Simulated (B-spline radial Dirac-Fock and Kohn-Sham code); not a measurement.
Core-level shifts of krypton with charge state

These are calculated numbers from a B-spline atomic structure program; the model is multi-electron Dirac-Fock with separately optimised hole states, Breit and Lamb-shift corrections added in first order. Each ion is free and in its tabulated ground configuration. Correlation and solid-state effects are left out.

Reference: Kr⁸⁺, [Ar] 3d10, with 1s 14474.5 eV, 2s 2074.6 eV, 2p1/2 1876.8 eV, 3s 434.5 eV, 3p3/2 355.8 eV, Kα1 (K-L3) 12650.6 eV, Kβ1 (K-M3) 14118.7 eV, Lℓ (L3-M1) 1389.3 eV. Shifts from it, in eV (a dash: the subshell is empty, belongs to an open shell averaged over j, or its hole state is left out as unreliable):

| ion | configuration | 1s | 2s | 2p1/2 | 3s | 3p3/2 | Kα1 | Kβ1 | Lℓ |
| --- | --- | --- | --- | --- | --- | --- | --- | --- | --- |
| Kr⁹⁺ | [Ar] 3d9 | +44.6 | +45.2 | +45.2 | +37.4 | +36.6 | -0.53 | +8.08 | +7.81 |
| Kr¹⁰⁺ | [Ar] 3d8 | +91.9 | +92.9 | +92.9 | +76.2 | +74.6 | -0.98 | +17.24 | +16.64 |
| Kr¹¹⁺ | [Ar] 3d7 | +141.6 | +142.9 | +143.0 | +116.5 | +114.1 | -1.33 | +27.49 | +26.49 |
| Kr¹²⁺ | [Ar] 3d6 | +193.9 | +195.3 | +195.5 | +158.1 | +155.0 | -1.55 | +38.84 | +37.35 |
| Kr¹³⁺ | [Ar] 3d5 | +248.6 | +250.0 | +250.4 | +201.0 | +197.3 | -1.63 | +51.30 | +49.22 |

Over this range K (1s) moves by +248.6 eV and Kα1 by -1.6 eV: a line is a difference of two levels that shift in the same direction.
